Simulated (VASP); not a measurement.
Input of a VASP 6.6.1 run:

INCAR

```
PREC = Accurate
ENCUT = 520
EDIFF = 1E-6
ISMEAR = 0
SIGMA = 0.1
LREAL = F
LASPH = T
NELM = 100
ALGO = Fast
ISIF = 2
LWAVE = F
LCHARG = T
LDIPOL = T
IDIPOL = 3
DIPOL = 0.5 0.5 0.500
GGA = PS
LELF = T
LVHAR = T
LVACPOTAV = T
NBANDS = 13
```

File KPOINTS:

```
regular mesh
0
Gamma
  12 12 1
```

Contents of POSCAR:

```
Mg
1.0
    3.1881999953      0.0000000000      0.0000000000
   -1.5940999977      2.7610621883      0.0000000000
    0.0000000000      0.0000000000     25.2169317571
Mg
5
Direct
    0.3333333333      0.6666666667      0.2928056688
    0.6666666667      0.3333333333      0.3973335365
    0.3333333333      0.6666666667      0.5000000006
    0.6666666667      0.3333333333      0.6026664432
    0.3333333333      0.6666666667      0.7071943510
```

Potentials or basis: VASP PAW PBE potentials, release 64 (Mg).

Run with:

```bash
$ cat potpaw_PBE.64/Mg/POTCAR > POTCAR
$ mpirun -np 1 vasp_std > vasp.out
```

Question: Estimate the work function of the lower face.

Answer: 3.82 eV.

Question: Estimate the work function of the upper face.

Answer: 3.82 eV.

Question: What does it give for the band gap on the k mesh?

Answer: None (metal or under the smearing width).

Forces in eV/Å, atoms in the order of the input:
```
Mg   0.000  0.000  0.003
Mg   0.000  0.000  0.003
Mg   0.000  0.000  0.000
Mg   0.000  0.000 -0.003
Mg   0.000  0.000 -0.003
```

Caveat: the PAW data sets were made with another functional, which shifts forces and pressure a little.
